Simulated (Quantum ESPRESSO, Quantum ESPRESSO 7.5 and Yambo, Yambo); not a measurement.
# KBr (Fm-3m): G0W0 with Yambo, start to end

How does a plane-wave GW calculation on KBr (Fm-3m) run from the first input to the gap?

Program: Quantum ESPRESSO 7.5 and Yambo 5.3.0. Level of theory: PBE and many-body steps on it, plane waves. Results are calculated unless marked as measured.

## Step 1: Starting point

The structure is cubic, space group Fm-3m (No. 225). The conventional cell has a = 6.600 Å, b = 6.600 Å, c = 6.600 Å, α = 90.00°, β = 90.00°, γ = 90.00°. Nearest to K lie 6 Br at 3.30 Å. Nearest to Br lie 6 K at 3.30 Å. Farther neighbours and most contacts between anions are not listed.

The cell and positions come from the Crystallography Open Database and are kept as given unless a step says otherwise.

## Step 2: Ground state

This step: Quantum ESPRESSO 7.5; DFT, PBE, plane waves, norm-conserving pseudopotentials.

The ground-state density comes first.

pw.in

```
&control
  calculation = 'scf'
  prefix = 'x'
  outdir = 'o'
  pseudo_dir = 'pseudo'
/
&system
  ibrav = 0
  nat = 2
  ntyp = 2
  ecutwfc = 76.0
  nbnd = 18
  force_symmorphic = .true.
/
&electrons
  conv_thr = 1e-10
  electron_maxstep = 80
  mixing_beta = 0.5
/
ATOMIC_SPECIES
  K 39.098 K.upf
  Br 79.904 Br.upf
CELL_PARAMETERS angstrom
  0.0000000000 3.3000000000 3.3000000000
  3.3000000000 0.0000000000 3.3000000000
  3.3000000000 3.3000000000 0.0000000000
ATOMIC_POSITIONS crystal
  K 0.0000000000 0.0000000000 0.0000000000
  Br 0.5000000000 0.5000000000 0.5000000000
K_POINTS automatic
  6 6 6 0 0 0
```

Launch:

```sh
$ OMP_NUM_THREADS=1 mpirun -n 4 pw.x -nk 4 -in pw.in > pw.out
```

Output:

```text
Program PWSCF v.7.5 starts

     This program is part of the open-source Quantum ESPRESSO suite
     for quantum simulation of materials; please cite
         "P. Giannozzi et al., J. Phys.:Condens. Matter 21 395502 (2009);
         "P. Giannozzi et al., J. Phys.:Condens. Matter 29 465901 (2017);
         "P. Giannozzi et al., J. Chem. Phys. 152 154105 (2020);
     in publications or presentations arising from this work. More details at
     Message from routine setup:
     using ibrav=0 with symmetry is DISCOURAGED, use correct ibrav instead

     G-vector sticks info

     bravais-lattice index     =            0
     lattice parameter (alat)  =       8.8192  a.u.
     unit-cell volume          =     485.0298 (a.u.)^3
     number of atoms/cell      =            2
     number of atomic types    =            2
     number of electrons       =        26.00
     number of Kohn-Sham states=           18
     kinetic-energy cutoff     =      76.0000  Ry
     charge density cutoff     =     304.0000  Ry
     scf convergence threshold =      1.0E-10
     mixing beta               =       0.5000
     number of iterations used =            8  plain     mixing
     Exchange-correlation= PBE
                           (   1   4   3   4   0   0   0)

     celldm(1)=   8.819172  celldm(2)=   0.000000  celldm(3)=   0.000000
     celldm(4)=   0.000000  celldm(5)=   0.000000  celldm(6)=   0.000000

     crystal axes: (cart. coord. in units of alat)
               a(1) = (   0.000000   0.707107   0.707107 )
               a(2) = (   0.707107   0.000000   0.707107 )
               a(3) = (   0.707107   0.707107   0.000000 )

     reciprocal axes: (cart. coord. in units 2 pi/alat)
               b(1) = ( -0.707107  0.707107  0.707107 )
               b(2) = (  0.707107 -0.707107  0.707107 )
               b(3) = (  0.707107  0.707107 -0.707107 )
     Pseudo is Norm-conserving + core correction, Zval =  9.0
     Generated using ONCVPSP code by D. R. Hamann
     Using radial grid of 2222 points,  6 beta functions with:
     Pseudo is Norm-conserving + core correction, Zval = 17.0
     Generated using ONCVPSP code by D. R. Hamann
     Using radial grid of 1098 points,  6 beta functions with:
     K                 9.00    39.09800     K ( 1.00)
     Br               17.00    79.90400     Br( 1.00)

     48 Sym. Ops., with inversion, found

   Cartesian axes

     site n.     atom                  positions (alat units)
         1        K      tau(   1) = (   0.0000000   0.0000000   0.0000000  )
         2        Br     tau(   2) = (   0.7071068   0.7071068   0.7071068  )

     number of k points=    16
                       cart. coord. in units 2pi/alat
        k(    1) = (   0.0000000   0.0000000   0.0000000), wk =   0.0092593
        k(    2) = (   0.1178511   0.1178511  -0.1178511), wk =   0.0740741
        k(    3) = (   0.2357023   0.2357023  -0.2357023), wk =   0.0740741
        k(    4) = (  -0.3535534  -0.3535534   0.3535534), wk =   0.0370370
        k(    5) = (   0.2357023   0.0000000  -0.0000000), wk =   0.0555556
        k(    6) = (   0.3535534   0.1178511  -0.1178511), wk =   0.2222222
        k(    7) = (  -0.2357023  -0.4714045   0.4714045), wk =   0.2222222
        k(    8) = (  -0.1178511  -0.3535534   0.3535534), wk =   0.2222222
        k(    9) = (   0.0000000  -0.2357023   0.2357023), wk =   0.1111111
        k(   10) = (   0.4714045   0.0000000  -0.0000000), wk =   0.0555556
     [... 4 further rows ...]
        k(   15) = (  -0.1178511  -0.3535534   0.5892557), wk =   0.2222222
        k(   16) = (  -0.7071068   0.2357023   0.0000000), wk =   0.1111111

     Dense  grid:    43599 G-vectors     FFT dimensions: (  50,  50,  50)

     Initial potential from superposition of free atoms

     starting charge      25.9807, renormalised to      26.0000
     Starting wfcs are   14 randomized atomic wfcs +    4 random wfcs

     per-process dynamical memory:    37.0 Mb

     Self-consistent Calculation

     iteration #  1     ecut=    76.00 Ry     beta= 0.50

     Threshold (ethr) on eigenvalues was too large:
     Diagonalizing with lowered threshold

     total energy              =    -331.11329278 Ry
     estimated scf accuracy    <       0.04170648 Ry

     iteration #  2     ecut=    76.00 Ry     beta= 0.50

     total energy              =    -331.12118008 Ry
     estimated scf accuracy    <       0.00243824 Ry

     iteration #  3     ecut=    76.00 Ry     beta= 0.50

     total energy              =    -331.12168411 Ry
     estimated scf accuracy    <       0.00053538 Ry

     iteration #  4     ecut=    76.00 Ry     beta= 0.50

     total energy              =    -331.12177003 Ry
     estimated scf accuracy    <       0.00002068 Ry

     iteration #  5     ecut=    76.00 Ry     beta= 0.50

     total energy              =    -331.12177779 Ry
     estimated scf accuracy    <       0.00000444 Ry

     iteration #  6     ecut=    76.00 Ry     beta= 0.50

     total energy              =    -331.12177894 Ry
     estimated scf accuracy    <       0.00000002 Ry

     iteration #  7     ecut=    76.00 Ry     beta= 0.50

     total energy              =    -331.12177898 Ry
     estimated scf accuracy    <          2.6E-09 Ry

     iteration #  8     ecut=    76.00 Ry     beta= 0.50

     total energy              =    -331.12177898 Ry
     estimated scf accuracy    <          3.7E-10 Ry

     iteration #  9     ecut=    76.00 Ry     beta= 0.50

     total energy              =    -331.12177898 Ry
     estimated scf accuracy    <          1.1E-10 Ry

     iteration # 10     ecut=    76.00 Ry     beta= 0.50

     End of self-consistent calculation

          k = 0.0000 0.0000 0.0000 (  5521 PWs)   bands (ev):

   -56.1051 -56.1051 -56.1030 -56.1030 -56.1030 -25.6928 -10.2110  -9.1698
    -9.1698  -9.1698   2.0853   2.0853   2.0853   6.5214   9.6944   9.6944
     9.6944  10.5130

          k = 0.1179 0.1179-0.1179 (  5444 PWs)   bands (ev):

   -56.1051 -56.1051 -56.1030 -56.1030 -56.1030 -25.6914 -10.2618  -9.1712
    -9.1712  -9.1016   1.7204   1.9968   1.9968   7.1770   9.5543  10.0172
    10.0172  10.8674

          k = 0.2357 0.2357-0.2357 (  5429 PWs)   bands (ev):

   -56.1051 -56.1051 -56.1030 -56.1030 -56.1030 -25.6886 -10.3489  -9.1739
    -9.1739  -8.9790   1.1485   1.8306   1.8306   8.2855   9.8060  10.8789
    10.8789  11.7584

          k =-0.3536-0.3536 0.3536 (  5444 PWs)   bands (ev):

     [... further k-points ...]

     highest occupied, lowest unoccupied level (ev):     2.0853    6.5214

!    total energy              =    -331.12177898 Ry
     estimated scf accuracy    <          3.8E-12 Ry

     The total energy is the sum of the following terms:
     one-electron contribution =    -219.69576738 Ry
     hartree contribution      =     108.73966860 Ry
     xc contribution           =     -57.41504571 Ry
     ewald contribution        =    -162.75063449 Ry

     convergence has been achieved in  10 iterations

     XML data file, charge density, pseudopotentials, collected wavefunctions

=------------------------------------------------------------------------------=
   JOB DONE.
=------------------------------------------------------------------------------=
```

Run time: 10 s. Hardware: 4 MPI ranks of Arm Neoverse V1, shared host; peak memory 0.31 GiB; 40 s of CPU time.

This step gave:

| Item | Value |
| --- | --- |
| total energy | -4505.1413 eV |
| gap | 4.436 eV |
| k of the valence top | 0, 0, 0 |
| k of the conduction bottom | 0, 0, 0 |
| least direct gap | 4.436 eV |

The gap is direct, at Γ.

## Step 3: Bands along the symmetry lines

Levels along a band path, at the cheap level, show where the edges lie and whether the meshes to come will hold them.

pw.in

```
&control
  calculation = 'bands'
  prefix = 'x'
  outdir = 'o'
  pseudo_dir = 'pseudo'
/
&system
  ibrav = 0
  nat = 2
  ntyp = 2
  ecutwfc = 76.0
  nbnd = 19
  force_symmorphic = .true.
/
&electrons
  conv_thr = 1e-9
  electron_maxstep = 80
  diago_full_acc = .true.
  diago_thr_init = 5e-6
/
ATOMIC_SPECIES
  K 39.098 K.upf
  Br 79.904 Br.upf
CELL_PARAMETERS angstrom
  0.0000000000 3.3000000000 3.3000000000
  3.3000000000 0.0000000000 3.3000000000
  3.3000000000 3.3000000000 0.0000000000
ATOMIC_POSITIONS crystal
  K 0.0000000000 0.0000000000 0.0000000000
  Br 0.5000000000 0.5000000000 0.5000000000
K_POINTS crystal
  50
  0.00000000 0.00000000 0.00000000 1
  0.06250000 0.00000000 0.06250000 1
  0.12500000 0.00000000 0.12500000 1
  0.18750000 0.00000000 0.18750000 1
  0.25000000 0.00000000 0.25000000 1
  0.31250000 0.00000000 0.31250000 1
  0.37500000 0.00000000 0.37500000 1
  0.43750000 0.00000000 0.43750000 1
  0.50000000 0.00000000 0.50000000 1
  0.51562500 0.03125000 0.51562500 1
  0.53125000 0.06250000 0.53125000 1
  0.54687500 0.09375000 0.54687500 1
  0.56250000 0.12500000 0.56250000 1
  0.57812500 0.15625000 0.57812500 1
  0.59375000 0.18750000 0.59375000 1
  0.60937500 0.21875000 0.60937500 1
  0.62500000 0.25000000 0.62500000 1
  0.37500000 0.37500000 0.75000000 1
  0.32812500 0.32812500 0.65625000 1
  0.28125000 0.28125000 0.56250000 1
  0.23437500 0.23437500 0.46875000 1
  0.18750000 0.18750000 0.37500000 1
  0.14062500 0.14062500 0.28125000 1
  0.09375000 0.09375000 0.18750000 1
  0.04687500 0.04687500 0.09375000 1
  0.00000000 0.00000000 0.00000000 1
  0.06250000 0.06250000 0.06250000 1
  0.12500000 0.12500000 0.12500000 1
  0.18750000 0.18750000 0.18750000 1
  0.25000000 0.25000000 0.25000000 1
  0.31250000 0.31250000 0.31250000 1
  0.37500000 0.37500000 0.37500000 1
  0.43750000 0.43750000 0.43750000 1
  0.50000000 0.50000000 0.50000000 1
  0.50000000 0.46875000 0.53125000 1
  0.50000000 0.43750000 0.56250000 1
  0.50000000 0.40625000 0.59375000 1
  0.50000000 0.37500000 0.62500000 1
  0.50000000 0.34375000 0.65625000 1
  0.50000000 0.31250000 0.68750000 1
  0.50000000 0.28125000 0.71875000 1
  0.50000000 0.25000000 0.75000000 1
  0.50000000 0.21875000 0.71875000 1
  0.50000000 0.18750000 0.68750000 1
  0.50000000 0.15625000 0.65625000 1
  0.50000000 0.12500000 0.62500000 1
  0.50000000 0.09375000 0.59375000 1
  0.50000000 0.06250000 0.56250000 1
  0.50000000 0.03125000 0.53125000 1
  0.50000000 0.00000000 0.50000000 1
```

Output:

```text
[banner, memory and clock lines left out]
Program PWSCF v.7.5 starts

     Atomic positions and unit cell read from directory:
     o/x.save/

     Message from routine setup:
     using ibrav=0 with symmetry is DISCOURAGED, use correct ibrav instead

     G-vector sticks info

     bravais-lattice index     =            0
     lattice parameter (alat)  =       8.8192  a.u.
     unit-cell volume          =     485.0298 (a.u.)^3
     number of atoms/cell      =            2
     number of atomic types    =            2
     number of electrons       =        26.00
     number of Kohn-Sham states=           19
     kinetic-energy cutoff     =      76.0000  Ry
     charge density cutoff     =     304.0000  Ry
     Exchange-correlation= PBE
                           (   1   4   3   4   0   0   0)

     celldm(1)=   8.819172  celldm(2)=   0.000000  celldm(3)=   0.000000
     celldm(4)=   0.000000  celldm(5)=   0.000000  celldm(6)=   0.000000

     crystal axes: (cart. coord. in units of alat)
               a(1) = (   0.000000   0.707107   0.707107 )
               a(2) = (   0.707107   0.000000   0.707107 )
               a(3) = (   0.707107   0.707107   0.000000 )

     reciprocal axes: (cart. coord. in units 2 pi/alat)
               b(1) = ( -0.707107  0.707107  0.707107 )
               b(2) = (  0.707107 -0.707107  0.707107 )
               b(3) = (  0.707107  0.707107 -0.707107 )
     Pseudo is Norm-conserving + core correction, Zval =  9.0
     Generated using ONCVPSP code by D. R. Hamann
     Using radial grid of 2222 points,  6 beta functions with:
     Pseudo is Norm-conserving + core correction, Zval = 17.0
     Generated using ONCVPSP code by D. R. Hamann
     Using radial grid of 1098 points,  6 beta functions with:
     K                 9.00    39.09800     K ( 1.00)
     Br               17.00    79.90400     Br( 1.00)

     48 Sym. Ops., with inversion, found

   Cartesian axes

     site n.     atom                  positions (alat units)
         1        K      tau(   1) = (   0.0000000   0.0000000   0.0000000  )
         2        Br     tau(   2) = (   0.7071068   0.7071068   0.7071068  )

     number of k points=    50
                       cart. coord. in units 2pi/alat
        k(    1) = (   0.0000000   0.0000000   0.0000000), wk =   0.0400000
        k(    2) = (   0.0000000   0.0883883   0.0000000), wk =   0.0400000
        k(    3) = (   0.0000000   0.1767767   0.0000000), wk =   0.0400000
[...]
[... 38 further rows ...]
        k(   49) = (   0.0441942   0.7071068   0.0000000), wk =   0.0400000
        k(   50) = (   0.0000000   0.7071068   0.0000000), wk =   0.0400000

     Dense  grid:    43599 G-vectors     FFT dimensions: (  50,  50,  50)

     The potential is recalculated from file :
     o/x.save/charge-density

     Starting wfcs are   14 randomized atomic wfcs +    5 random wfcs

     Band Structure Calculation

     End of band structure calculation

          k = 0.0000 0.0000 0.0000 (  5521 PWs)   bands (ev):

   -56.1051 -56.1051 -56.1029 -56.1029 -56.1029 -25.6928 -10.2110  -9.1698
    -9.1698  -9.1698   2.0853   2.0853   2.0853   6.5214   9.6944   9.6944
     9.6944  10.5130  10.5130

          k = 0.0000 0.0884 0.0000 (  5433 PWs)   bands (ev):

   -56.1051 -56.1051 -56.1029 -56.1029 -56.1029 -25.6925 -10.2212  -9.1711
[...]
9.7935  10.5420  10.6191

          k = 0.0000 0.1768 0.0000 (  5425 PWs)   bands (ev):

[...]
10.0832  10.6267  10.9182

          k =-0.0000 0.2652 0.0000 (  5413 PWs)   bands (ev):

[...]
k = 0.0000 0.4419-0.0000 (  5437 PWs)   bands (ev):

[...]
k =-0.0000 0.5303 0.0000 (  5446 PWs)   bands (ev):

[...]
k = 0.0000 0.6187-0.0000 (  5430 PWs)   bands (ev):

[...]
k = 0.4640 0.4640-0.0000 (  5404 PWs)   bands (ev):

[...]
k = 0.3315 0.3315-0.0000 (  5416 PWs)   bands (ev):

[...]
k = 0.3094 0.7071-0.0000 (  5428 PWs)   bands (ev):

[...]
k = 0.2210 0.7071-0.0000 (  5428 PWs)   bands (ev):

[...]
k = 0.1768 0.7071-0.0000 (  5418 PWs)   bands (ev):

[...]
k = 0.0442 0.7071 0.0000 (  5432 PWs)   bands (ev):

[...]
11.5282  11.7231  12.8320

          k = 0.0000 0.7071 0.0000 (  5434 PWs)   bands (ev):

   -56.1051 -56.1051 -56.1030 -56.1029 -56.1029 -25.6856 -10.1138  -9.2601
    -9.2057  -9.2057   1.2739   1.8005   1.8005   7.9565   9.2889  11.4404
    11.5903  11.7409  12.7997

     XML data file, pseudopotentials, collected wavefunctions
```

Wall time 10 s (4 MPI ranks); peak memory 0.26 GiB.

Numbers from this step:

```
gap                        : 4.436 eV
k of the valence top       : 0, 0, 0
k of the conduction bottom : 0, 0, 0
least direct gap           : 4.436 eV
```

The gap is 4.436 eV, as in the run before at this level.

Electronic bands along the path, in eV, zero at the top of the highest filled band:

| point | band 10 | band 11 | band 12 | band 13 | band 14 | band 15 | band 16 | band 17 |
| --- | --- | --- | --- | --- | --- | --- | --- | --- |
| Γ | -11.26 | 0.00 | 0.00 | 0.00 | 4.44 | 7.61 | 7.61 | 7.61 |
| halfway | -11.17 | -0.71 | -0.16 | -0.16 | 5.90 | 6.54 | 8.84 | 9.05 |
| X | -11.29 | -0.81 | -0.28 | -0.28 | 5.87 | 7.20 | 9.36 | 9.51 |
| halfway | -11.26 | -0.78 | -0.40 | -0.30 | 6.08 | 7.46 | 9.12 | 9.51 |
| U | -11.18 | -0.69 | -0.64 | -0.33 | 6.60 | 8.16 | 8.46 | 9.16 |
| jump to K | -11.18 | -0.69 | -0.64 | -0.33 | 6.60 | 8.16 | 8.46 | 9.16 |
| halfway | -11.10 | -0.78 | -0.24 | -0.24 | 6.16 | 7.28 | 8.38 | 8.88 |
| Γ | -11.26 | 0.00 | 0.00 | 0.00 | 4.44 | 7.61 | 7.61 | 7.61 |
| halfway | -11.12 | -0.67 | -0.17 | -0.17 | 5.69 | 7.49 | 8.31 | 8.31 |
| L | -11.01 | -1.18 | -0.33 | -0.33 | 6.59 | 8.23 | 9.74 | 9.74 |
| halfway | -11.09 | -0.96 | -0.47 | -0.36 | 7.02 | 7.80 | 8.89 | 9.31 |
| W | -11.16 | -0.59 | -0.59 | -0.54 | 7.39 | 7.39 | 8.26 | 9.00 |
| halfway | -11.22 | -0.75 | -0.41 | -0.38 | 6.29 | 7.66 | 8.73 | 9.39 |
| X | -11.29 | -0.81 | -0.28 | -0.28 | 5.87 | 7.20 | 9.36 | 9.51 |

The electronic bands as a text plot (rows in eV, shown from -8.0 to 8.4 only):

```
    8.1 |+ ++            +++    +++++ ++ ++++  ++++++++  ++++
    7.4 |++++      ++++++   +++++++++++++++++++        +++++ ++++
    6.7 |    ++++++      +++  ++               ++++++++     +
    6.0 |     +++++++++++       +            ++              ++++
    5.3 |    +                   ++        ++
    4.7 |++++                      ++++++++
    4.0 |
    3.3 |
    2.6 |
    1.9 |
    1.2 |
    0.6 |
   -0.1 |************************************************    ****
   -0.8 |    **********************         *****   *************
   -1.5 |                                        ***
   -2.2 |
   -2.9 |
   -3.6 |
   -4.2 |
   -4.9 |
   -5.6 |
   -6.3 |
   -7.0 |
   -7.7 |
         Γ           X  U|K            Γ         L        W     X
```

[end of part 1 of 2]

[Paths, hosts, dates, memory and timing lines, banners, echoed tables and standing remarks are left out of the program output.]

[Logs are printed without paths, hosts, clocks, repeated set-up lines and the standing remarks that a program may print on its own settings, such as how far it seeks lower states.]

[Runs of the session that timed out or met a known fault of the program may be left out.]

[Hosts, paths, dates, database ids (printed as entryN), source tags and the programs' standing remarks are cut or masked in the printed files.]
